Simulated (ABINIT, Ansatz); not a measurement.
# KI (Fm-3m): G0W0 on several meshes in ABINIT, part 2 of 2

Aim: the GW shift of KI (Fm-3m) against the k mesh.

ABINIT 10.8.3; PBE and many-body steps on it, plane waves. Known limits of the many-body steps: not at the basis limit; no spin-orbit coupling.

So far. Step 4 (4×4×4): The gap on the mesh goes from 3.96 eV to 6.07 eV, a correction of +2.10 eV. Step 5 (Empty states on the mesh, 6×6×6 mesh, 282 bands): On this mesh the gap is 3.962 eV.

## 6. Screening, 6×6×6 mesh, 258 bands, screening to 247.6 eV

This step: RPA screening on PBE, plane waves, norm-conserving pseudopotentials.

Contents of run.abi:

```
acell 3*1.0 Angstrom
rprim 
  0.000000000000 3.532775000000 3.532775000000
  3.532775000000 0.000000000000 3.532775000000
  3.532775000000 3.532775000000 -0.000000000000
ntypat 2
znucl 19 53
natom 2
typat 1 2
xred 
  0.000000000000 0.000000000000 0.000000000000
  0.500000000000 0.500000000000 0.500000000000
pp_dirpath "pseudos"
pseudos "K.upf, I.upf"
ecut 33
ngkpt 6 6 6
nshiftk 1
shiftk 0 0 0
kptopt 1
chksymbreak 0
istwfk *1
occopt 1
irdwfk 1
optdriver 3
nband 258
ecuteps 9.1
inclvkb 2
awtr 1
symchi 1
indata_prefix "in"
outdata_prefix "out"
tmpdata_prefix "tmp"
```

Run with:

```
$ OMP_NUM_THREADS=1 mpirun -n 4 abinit run.abi > log
```

Numbers of over 12 decimals in the logs are rounded to 6 here.

Log:

```text
.Version 10.8.3 of ABINIT. v10.8.2 released Aug 2026.

 Symmetries : space group Fm -3 m (#225); Bravais cF (face-center cubic)
[... echo of the input left out ...]
== DATASET  1 ==================================================================
-   mpi_nproc: 4, omp_nthreads: 1 (-1 if OMP is not activated)

--- !DatasetInfo
iteration_state: {dtset: 1, }
dimensions: {natom: 2, nkpt: 16, mband: 258, nsppol: 1, nspinor: 1, nspden: 1, mpw: 5434, }
cutoff_energies: {ecut:  33.0, pawecutdg:  -1.0, }
electrons: {nelect:   1.60000000E+01, charge:   0.00000000E+00, occopt:   1.00000000E+00, tsmear:   1.00000000E-02, }

 SCREENING: Calculation of the susceptibility and dielectric matrices

 Based on a program developped by R.W. Godby, V. Olevano, G. Onida, and L. Reining.
 Incorporated in ABINIT by V. Olevano, G.-M. Rignanese, and M. Torrent.
.Using double precision arithmetic ; gwpc =  8

[... cell and pseudopotentials left out ...]
--------------------------------------------------------------------------------

 ==== K-mesh for the wavefunctions ====
 Number of points in the irreducible wedge :    16
[... list of points left out ...]
 Together with 48 symmetry operations and time-reversal symmetry
 yields   216 points in the full Brillouin Zone.

 ==== Q-mesh for the screening function ====
 Number of points in the irreducible wedge :    16
[... list of points left out ...]
 Together with 48 symmetry operations and time-reversal symmetry
 yields   216 points in the full Brillouin Zone.

 setmesh: FFT mesh size selected  =    40x   40x   40
          total number of points  =        64000

 vcoul_init : cutoff-mode = AUXILIARY_FUNCTION
 q-points for optical limit:   1
     1)      0.000010    0.000020    0.000030

- screening: taking advantage of time-reversal symmetry
- Maximum band index for partially occupied states nbvw = 8
- Remaining bands to be divided among processors   nbcw = 250
- Number of bands treated by each node ~62

 Number of electrons calculated from density =   16.0000; Expected =   16.0000
 average of density, n =  0.026887
 r_s =    2.0707
 omega_plasma =   15.8172 [eV]

 calculating chi0 at frequencies [eV] :
  1    0.000000E+00    0.000000E+00
  2    0.000000E+00    1.581715E+01

--------------------------------------------------------------------------------
  q-point number  1        q = ( 0.000000, 0.000000, 0.000000) [r.l.u.]
--------------------------------------------------------------------------------
[... chi0 elements left out ...]
 For q-point:  0.000010 0.000020 0.000030
  dielectric constant =   2.6230
  dielectric constant without local fields =   3.2409

  Average fulfillment of the sum rule on Im[epsilon] for q-point    1 :     88.70  [%]
[... wings left out ...]
  q-point number  2        q = ( 0.166667, 0.000000, 0.000000) [r.l.u.]
--------------------------------------------------------------------------------
[... chi0 elements left out ...]
  Average fulfillment of the sum rule on Im[epsilon] for q-point    2 :     95.01  [%]

 [... 14 further q-points ...]
```

It took 28 min on 4 MPI ranks of Arm Neoverse V1, shared host; peak memory 5.6 GiB.

Numbers from this step:

```
ε∞ with local fields, on this mesh, along the program's q direction : 2.623
the same without local fields                                       : 3.241
plasma frequency                                                    : 15.82 eV
plane waves in the screening matrix                                 : 749
```

## 7. 6×6×6

This step: G0W0 on PBE, plane waves, norm-conserving pseudopotentials.

Edit run.abi of step 6 so:

```diff
@@ -23,8 +23,15 @@
 irdwfk 1
-optdriver 3
+optdriver 4
 nband 258
+gwcalctyp 0
+ecutsigx 33
+symsigma 1
+nkptgw 1
+kptgw 
+  0.0000000000 0.0000000000 0.0000000000
+bdgw 
+  6 12
 ecuteps 9.1
-inclvkb 2
-awtr 1
-symchi 1
+irdscr 1
+ppmodel 1
 indata_prefix "in"
```

Log:

```text
.Version 10.8.3 of ABINIT. v10.8.2 released Aug 2026.

 Symmetries : space group Fm -3 m (#225); Bravais cF (face-center cubic)
[... echo of the input left out ...]
== DATASET  1 ==================================================================
-   mpi_nproc: 4, omp_nthreads: 1 (-1 if OMP is not activated)

--- !DatasetInfo
iteration_state: {dtset: 1, }
dimensions: {natom: 2, nkpt: 16, mband: 258, nsppol: 1, nspinor: 1, nspden: 1, mpw: 5434, }
cutoff_energies: {ecut:  33.0, pawecutdg:  -1.0, }
electrons: {nelect:   1.60000000E+01, charge:   0.00000000E+00, occopt:   1.00000000E+00, tsmear:   1.00000000E-02, }

 SIGMA: Calculation of the GW corrections

 Based on a program developped by R.W. Godby, V. Olevano, G. Onida, and L. Reining.
 Incorporated in ABINIT by V. Olevano, G.-M. Rignanese, and M. Torrent.
.Using double precision arithmetic ; gwpc =  8

[... cell and pseudopotentials left out ...]
--------------------------------------------------------------------------------

 ==== K-mesh for the wavefunctions ====
 Number of points in the irreducible wedge :    16
[... list of points left out ...]
 Together with 48 symmetry operations and time-reversal symmetry
 yields   216 points in the full Brillouin Zone.

 ==== Q-mesh for screening function ====
 Number of points in the irreducible wedge :    16
[... list of points left out ...]
 Together with 48 symmetry operations and time-reversal symmetry
 yields   216 points in the full Brillouin Zone.

 vcoul_init : cutoff-mode = AUXILIARY_FUNCTION
 q-points for optical limit:   1
     1)      0.000010    0.000020    0.000030
 setmesh: FFT mesh size selected  =    50x   50x   50
          total number of points  =       125000

 Number of electrons calculated from density =   16.0000; Expected =   16.0000
[...]
number of q-points in BZ                          216
 number of frequencies for dSigma/dE                 9
 frequency step for dSigma/dE [eV]                0.25
 number of omega for Sigma on real axis              0
 max omega for Sigma on real axis  [eV]           0.00
 zcut for avoiding poles [eV]                     0.10

 EPSILON^-1 parameters (SCR file):
 dimension of the eps^-1 matrix on file            749
 dimension of the eps^-1 matrix used               749
 number of plane-waves for wavefunctions          5329
 number of bands                                   258
 number of q-points in IBZ                          16
 number of frequencies                               2
 number of real frequencies                          1
 number of imag frequencies                          1

 matrix elements of self-energy operator (all in [eV])

 Perturbative Calculation

--- !SelfEnergy_ee
iteration_state: {dtset: 1, }
kpoint     : [   0.000,    0.000,    0.000, ]
spin       : 1
KS_gap     :    3.962
QP_gap     :    6.077
Delta_QP_KS:    2.115
data: !SigmaeeData |
     Band     E0 <VxcDFT>   SigX SigC(E0)      Z dSigC/dE  Sig(E)    E-E0       E
        6   0.119 -11.176 -14.270   1.062   0.808  -0.238 -12.817  -1.642  -1.523
        7   0.119 -11.176 -14.270   1.062   0.808  -0.238 -12.817  -1.642  -1.523
        8   0.119 -11.176 -14.270   1.062   0.808  -0.238 -12.817  -1.642  -1.523
        9   4.081  -6.411  -2.975  -2.879   0.851  -0.176  -5.938   0.473   4.554
       10   6.624  -7.766  -3.486  -3.068   0.843  -0.187  -6.745   1.021   7.645
       11   6.624  -7.766  -3.486  -3.068   0.843  -0.187  -6.745   1.021   7.645
       12   6.624  -7.766  -3.486  -3.068   0.843  -0.187  -6.745   1.021   7.645

== END DATASET(S) ==============================================================
================================================================================

 -outvars: echo values of variables after computation  --------
           etotal      0.0000000000E+00
            nband         258
             nkpt          16
          spgroup         225
 [... the other variables as echoed above ...]

 Calculation completed.
```

Wall time 3.2 min (4 MPI ranks); peak memory 7.1 GiB.

Numbers from this step:

| Item | Value |
| --- | --- |
| G0W0 gap on the points computed | 6.077 eV |
| starting gap on the mesh | 3.962 eV |
| k of the valence top | 0, 0, 0 |
| k of the conduction bottom | 0, 0, 0 |
| Z at the valence top | 0.808 |
| Z at the conduction bottom | 0.851 |
| least direct G0W0 gap on the computed points | 6.077 eV |

Against G0W0 in ABINIT (4×4×4 mesh, 258 bands, screening to 247.6 eV, Godby-Needs plasmon pole), the gap moves by +0.010 eV.

## 8. The runs together

Times are wall times on 4 MPI ranks of Arm Neoverse V1, shared host, good to a factor of about two. A run's time includes the screening step that it read.

```tsv
run	mesh	bands	screening cutoff (eV)	DFT gap (eV)	gap on the mesh (eV)	direct (eV)	ε∞ used	time
4×4×4	4×4×4	258	247.6	3.962	6.067	6.067	2.66	5.9 min
6×6×6	6×6×6	258	247.6	3.962	6.077	6.077	2.62	31 min
```

## 9. Outcome

| Property | Result |
| --- | --- |
| 4×4×4 | 6.067 eV |
| 6×6×6 | 6.077 eV |
| known limits | not at the basis limit; no spin-orbit coupling |

What this shows: 6×6×6: +0.010 eV against 4×4×4. Bands and cutoff are finite, so the gap is not at the basis limit. The miss can reach some tenths of an eV and take either sign; the mesh is an error of its own. In the G0W0 runs levels were corrected at 1 k point alone, so a gap called «on the mesh» is the least over those, and an edge elsewhere would be missed. The many-body steps are scalar-relativistic: spin-orbit coupling is not in them.

[Paths, hosts, dates, memory and timing lines, banners, echoed tables and standing remarks are left out of the program output.]

[Logs are printed without paths, hosts, clocks, repeated set-up lines and the standing remarks that a program may print on its own settings, such as how far it seeks lower states.]

[Runs of the session that timed out or met a known fault of the program may be left out.]

[Hosts, paths, dates, database ids (printed as entryN), source tags and the programs' standing remarks are cut or masked in the printed files.]

[G0W0 gaps are taken among the corrected bands and points alone; a level outside them can change the order at an edge.]

[Where Ansatz stands beside ABINIT at settings called matched, ABINIT's density can come from a denser mesh and the files from another edition; pairs whose starting gaps differed by over 0.03 eV were left out, so agreement reads better than it is.]
